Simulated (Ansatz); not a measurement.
The system is NiO.

```
CELL_PARAMETERS angstrom
0.00000 2.08590 2.08590
2.08590 0.00000 2.08590
2.08590 2.08590 0.00000
ATOMIC_POSITIONS crystal
Ni 0.00000 0.00000 0.00000
O 0.50000 0.50000 0.50000
```

Base run:

```yaml
Program: Ansatz 0.2.0
Functional: PBE
Potentials_or_basis: PseudoDojo stringent (PBE files)
Cutoff: 1415 eV
Density_cutoff: 5660 eV
k_mesh: 11 × 11 × 11
Occupations: fermi-dirac, width 0.05 eV
Spin: collinear spin, ferromagnetic start
Starting_moments: "[1.0, 0.0] μB"
```

Its results: band gap on the k mesh none (metal or under the smearing width); pressure 6.2 GPa; net moment 1.83 μB per cell; site moments Ni +1.47; O +0.31 μB.

**Question.** The run is repeated on the same cell with these changes: potentials or basis from PseudoDojo stringent (PBE files) to Ansatz PAW; cutoff from 1415 eV to 420 eV; density cutoff from 5660 eV to 1680 eV; k mesh from 11 × 11 × 11 to 5 × 5 × 5. What comes out?

**Answer.** Band gap on the k mesh none (metal or under the smearing width); pressure 5.6 GPa; net moment 1.72 μB per cell; site moments Ni +1.40; O +0.27 μB.

Caveats: some runs use coarse meshes; a cell with one magnetic atom can't hold antiferromagnetic order, which such compounds often take; semilocal functionals often make such compounds metallic where correlation or magnetic order opens a gap, which also shifts bond lengths.

Not every run made on this cell is shown here.
